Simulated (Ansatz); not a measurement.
Input, command and steps of an Ansatz relaxation.

```yaml
crystal:
  lattice:
    - [4.8400338574, 0.0, 0.0]
    - [0.0, 4.8400338574, 0.0]
    - [0.0, 0.0, 4.8400338574]
  atoms:
    - { symbol: Co, position: [0.0, 0.0, 0.0] }
    - { symbol: Co, position: [0.5, 0.5, 0.5] }
    - { symbol: Si, position: [0.0, 0.5, 0.25] }
    - { symbol: Si, position: [0.0, 0.5, 0.75] }
    - { symbol: Si, position: [0.25, 0.0, 0.5] }
    - { symbol: Si, position: [0.75, 0.0, 0.5] }
    - { symbol: Si, position: [0.5, 0.75, 0.0] }
    - { symbol: Si, position: [0.5, 0.25, 0.0] }
basis:
  ecutwfc: 420
kpoints:
  mp_grid: { grid: [4, 4, 4] }
hamiltonian:
  xc: pbe
scf:
  occupations: { method: gaussian, width: 0.1 }
  lower_state_search: "off"
output:
  forces: true
  stress: true
  eigenvalues: true
relax:
  adjacent_minimum: "off"
  f_tol: 0.04
  max_steps: 70
  cell: { stress_tol: 0.4 }
```

```bash
ansatz run input.yaml --threads 1 --pin off --max-ram 2560MiB --backend cpu --events-out ev --progress --plain --runs-dir out
```

Computed with DFT PBE, scalar-relativistic, plane waves, PAW (Ansatz).

Of 5 frames 5 are shown, positions in Å and forces in eV/Å; the SCF threshold varies from step to step. Steps run on the plane waves of an earlier cell, with a Pulay correction in the pressure. The basis is chosen afresh for the last frame, the zero of the energies, and at times for earlier ones too; energy and pressure step there, also at an unchanged geometry.

```xyz
8
Lattice="4.8400 0.0000 0.0000 0.0000 4.8400 0.0000 0.0000 0.0000 4.8400" Properties=species:S:1:pos:R:3:forces:R:3 pbc="T T T" step=1 free_energy_over_end_meV_per_atom=68.10 pressure_GPa=-11.74
Co    0.0000    0.0000    0.0000    0.0000    0.0000    0.0000
Co    2.4200    2.4200    2.4200    0.0000    0.0000    0.0000
Si    0.0000    2.4200    1.2100    0.0000    0.0000    0.0000
Si    0.0000    2.4200    3.6300    0.0000    0.0000    0.0000
Si    1.2100    0.0000    2.4200    0.0000    0.0000    0.0000
Si    3.6300    0.0000    2.4200    0.0000    0.0000    0.0000
Si    2.4200    3.6300    0.0000    0.0000    0.0000    0.0000
Si    2.4200    1.2100    0.0000    0.0000    0.0000    0.0000
8
Lattice="4.6963 0.0000 0.0000 0.0000 4.6963 0.0000 0.0000 0.0000 4.6963" Properties=species:S:1:pos:R:3:forces:R:3 pbc="T T T" step=2 free_energy_over_end_meV_per_atom=4.89 pressure_GPa=-3.93
Co    0.0000    0.0000    0.0000    0.0000    0.0000    0.0000
Co    2.3482    2.3482    2.3482    0.0000    0.0000    0.0000
Si    0.0000    2.3482    1.1741    0.0000    0.0000    0.0000
Si    0.0000    2.3482    3.5223    0.0000    0.0000    0.0000
Si    1.1741    0.0000    2.3482    0.0000    0.0000    0.0000
Si    3.5223    0.0000    2.3482    0.0000    0.0000    0.0000
Si    2.3482    3.5223    0.0000    0.0000    0.0000    0.0000
Si    2.3482    1.1741    0.0000    0.0000    0.0000    0.0000
8
Lattice="4.6303 0.0000 0.0000 0.0000 4.6303 0.0000 0.0000 0.0000 4.6303" Properties=species:S:1:pos:R:3:forces:R:3 pbc="T T T" step=3 free_energy_over_end_meV_per_atom=0.16 pressure_GPa=1.47
Co    0.0000    0.0000    0.0000    0.0000    0.0000    0.0000
Co    2.3151    2.3151    2.3151    0.0000    0.0000    0.0000
Si    0.0000    2.3151    1.1576    0.0000    0.0000    0.0000
Si    0.0000    2.3151    3.4727    0.0000    0.0000    0.0000
Si    1.1576    0.0000    2.3151    0.0000    0.0000    0.0000
Si    3.4727    0.0000    2.3151    0.0000    0.0000    0.0000
Si    2.3151    3.4727    0.0000    0.0000    0.0000    0.0000
Si    2.3151    1.1576    0.0000    0.0000    0.0000    0.0000
8
Lattice="4.6468 0.0000 0.0000 0.0000 4.6468 0.0000 0.0000 0.0000 4.6468" Properties=species:S:1:pos:R:3:forces:R:3 pbc="T T T" step=4 free_energy_over_end_meV_per_atom=-0.40 pressure_GPa=0.00
Co    0.0000    0.0000    0.0000    0.0000    0.0000    0.0000
Co    2.3234    2.3234    2.3234    0.0000    0.0000    0.0000
Si    0.0000    2.3234    1.1617    0.0000    0.0000    0.0000
Si    0.0000    2.3234    3.4851    0.0000    0.0000    0.0000
Si    1.1617    0.0000    2.3234    0.0000    0.0000    0.0000
Si    3.4851    0.0000    2.3234    0.0000    0.0000    0.0000
Si    2.3234    3.4851    0.0000    0.0000    0.0000    0.0000
Si    2.3234    1.1617    0.0000    0.0000    0.0000    0.0000
8
Lattice="4.6468 0.0000 0.0000 0.0000 4.6468 0.0000 0.0000 0.0000 4.6468" Properties=species:S:1:pos:R:3:forces:R:3 pbc="T T T" step=5 free_energy_over_end_meV_per_atom=0.00 pressure_GPa=-0.02
Co    0.0000    0.0000    0.0000    0.0000    0.0000    0.0000
Co    2.3234    2.3234    2.3234    0.0000    0.0000    0.0000
Si    0.0000    2.3234    1.1617    0.0000    0.0000    0.0000
Si    0.0000    2.3234    3.4851    0.0000    0.0000    0.0000
Si    1.1617    0.0000    2.3234    0.0000    0.0000    0.0000
Si    3.4851    0.0000    2.3234    0.0000    0.0000    0.0000
Si    2.3234    3.4851    0.0000    0.0000    0.0000    0.0000
Si    2.3234    1.1617    0.0000    0.0000    0.0000    0.0000
```

The start puts this composition into another compound's structure type, which needn't suit it. At the end the space group is Pm-3n (tolerance 0.05 Å).

The run took 44 s on 1 thread of Intel(R) Xeon(R) Processor @ 2.50GHz (Skylake/Cascade Lake) (shared host), peak memory 0.41 GiB.

The k mesh is coarse. Spin polarisation was left out, and a magnetic state may lie lower.